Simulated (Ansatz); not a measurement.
# La: band structure with PBEsol

The system is La.

```
La
1.0
    -2.12383    2.12383    2.12383
     2.12383   -2.12383    2.12383
     2.12383    2.12383   -2.12383
La
1
Cartesian
  0.0000 0.0000 0.0000
```

This isn't the form of La at room conditions, which is double hcp.

```json
{"Program": "Ansatz 0.2.0", "Task": "band structure", "Functional": "PBEsol", "Potentials or basis": "Ansatz PAW", "Cutoff": "420 eV (not typed: the program's choice for these potentials)", "k mesh": "9 × 9 × 9", "Occupations": "fermi-dirac, width 0.05 eV", "Spin": "spin-orbit coupling, no magnetisation", "Path": "[[\"G\", \"H\", \"N\", \"G\", \"P\", \"H\"], [\"P\", \"N\"]]", "Points for each segment of the path": "14"}
```

```json
{
 "Pressure": "-2.5 GPa",
 "Band gap on the k mesh": "none (metal or under the smearing width)"
}
```

Levels at the corners of the path, in eV from the Fermi level:
```csv
point,band 7,band 8,band 9,band 10,band 11,band 12,band 13,band 14
Γ,-15.10,-15.10,-3.25,-3.25,1.37,1.37,1.41,1.41
H,-16.04,-16.04,-1.79,-1.79,-1.79,-1.79,1.52,1.52
N,-15.29,-15.29,-1.78,-1.78,-0.17,-0.17,1.40,1.40
Γ,-15.10,-15.10,-3.25,-3.25,1.37,1.37,1.41,1.41
P,-15.84,-15.84,0.19,0.19,0.50,0.50,0.50,0.50
H,-16.04,-16.04,-1.79,-1.79,-1.79,-1.79,1.52,1.52
P,-15.84,-15.84,0.19,0.19,0.50,0.50,0.50,0.50
N,-15.29,-15.29,-1.78,-1.78,-0.17,-0.17,1.40,1.40
```

It took 3.7 s on 2 threads of Intel(R) Xeon(R) 6975P-C (Granite Rapids) (shared host), peak memory 0.48 GiB.

Caveat: the PAW data sets come from PBE, with cores solved anew for the run's functional, which leaves a small shift of forces and pressure.
